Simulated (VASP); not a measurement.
The system is HfO2.

```
Hf O
1.0
     5.11800    0.00000    0.00000
     0.00000    5.18570    0.00000
    -0.85866    0.00000    5.21387
Hf O
4 8
Direct
  0.27550 0.03970 0.20800
  0.72450 0.53970 0.29200
  0.72450 0.96030 0.79200
  0.27550 0.46030 0.70800
  0.44870 0.75810 0.48010
  0.55130 0.25810 0.01990
  0.55130 0.24190 0.51990
  0.44870 0.74190 0.98010
  0.07420 0.33160 0.34670
  0.92580 0.83160 0.15330
  0.92580 0.66840 0.65330
  0.07420 0.16840 0.84670
```

| Quantity | Value |
| --- | --- |
| Program | VASP 6.6.1 |
| Task | relaxation of cell and atoms |
| Functional | PBE |
| Dispersion | D3(BJ) |
| Potentials or basis | VASP PAW PBE potentials, release 64 (Hf_pv, O) |
| Cutoff | 600 eV |
| k mesh | 6 × 6 × 6 |
| Occupations | gaussian, width 0.03 eV |
| Spin | no spin polarisation |

At the start: pressure -0.9 GPa; volume 11.53 Å³/atom.

Question: Where does the relaxation end?

Answer: Over 13 steps the energy falls by 2.6 meV/atom and the volume is 11.48 Å³/atom (-0.5 %); space group P2_1/c (No. 14, to 0.05 Å).

Step by step:
```csv
step,energy change (eV),largest force (eV/Å),pressure (GPa),volume (Å³)
1,0.0000,0.4594,-0.85,138.38
2,-0.0221,0.2264,0.86,137.15
3,-0.0237,0.1624,0.50,137.40
4,-0.0286,0.0897,-0.27,137.86
5,-0.0287,0.0854,-0.23,137.83
6,-0.0306,0.0355,0.07,137.65
7,-0.0308,0.0244,0.19,137.58
8,-0.0308,0.0502,-0.25,137.81
9,-0.0310,0.0195,-0.05,137.71
10,-0.0311,0.0122,0.01,137.69
11,-0.0311,0.0126,0.01,137.69
12,-0.0311,0.0114,0.00,137.70
13,-0.0312,0.0098,-0.03,137.71
```

Final structure:
```
CELL_PARAMETERS angstrom
5.10811 0.00000 -0.01192
0.00000 5.17344 0.00000
-0.86921 0.00000 5.21317
ATOMIC_POSITIONS crystal
Hf 0.27662 0.04245 0.20779
Hf 0.72338 0.54245 0.29221
Hf 0.72338 0.95755 0.79221
Hf 0.27662 0.45755 0.70779
O 0.44731 0.75780 0.47931
O 0.55269 0.25780 0.02069
O 0.55269 0.24220 0.52069
O 0.44731 0.74220 0.97931
O 0.06946 0.33339 0.34380
O 0.93054 0.83339 0.15620
O 0.93054 0.66661 0.65620
O 0.06946 0.16661 0.84380
```
